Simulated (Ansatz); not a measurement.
# Vanadium (fcc) across density functionals

All rows: Ansatz, plane waves with scalar-relativistic PAW, 420 eV (500 eV for the SCAN forms), relaxed under each functional, no dispersion correction, no zero-point motion. B₀ comes from uniform scaling at fixed shape; a dash is a value not given.

```json
{"functional": "PBE", "V (Å³/atom)": "13.90", "cell": "a = 3.817 Å", "B₀ (GPa)": "176", "magnetic state": "non-magnetic", "ΔE to bcc (meV/atom)": "244"}
{"functional": "r²SCAN", "V (Å³/atom)": "13.72", "cell": "a = 3.800 Å", "B₀ (GPa)": "187", "magnetic state": "non-magnetic", "ΔE to bcc (meV/atom)": "243"}
{"functional": "PBEsol", "V (Å³/atom)": "13.41", "cell": "a = 3.771 Å", "B₀ (GPa)": "190", "magnetic state": "spin not included", "ΔE to bcc (meV/atom)": "267"}
{"functional": "LDA", "V (Å³/atom)": "12.98", "cell": "a = 3.731 Å", "B₀ (GPa)": "202", "magnetic state": "spin not included", "ΔE to bcc (meV/atom)": "289"}
{"functional": "revPBE", "V (Å³/atom)": "14.16", "cell": "a = 3.841 Å", "B₀ (GPa)": "169", "magnetic state": "spin not included", "ΔE to bcc (meV/atom)": "234"}
{"functional": "RPBE", "V (Å³/atom)": "14.26", "cell": "a = 3.849 Å", "B₀ (GPa)": "167", "magnetic state": "spin not included", "ΔE to bcc (meV/atom)": "231"}
{"functional": "BLYP", "V (Å³/atom)": "14.32", "cell": "a = 3.855 Å", "B₀ (GPa)": "163", "magnetic state": "spin not included", "ΔE to bcc (meV/atom)": "233"}
```

LDA gives the smallest volume and BLYP the largest.
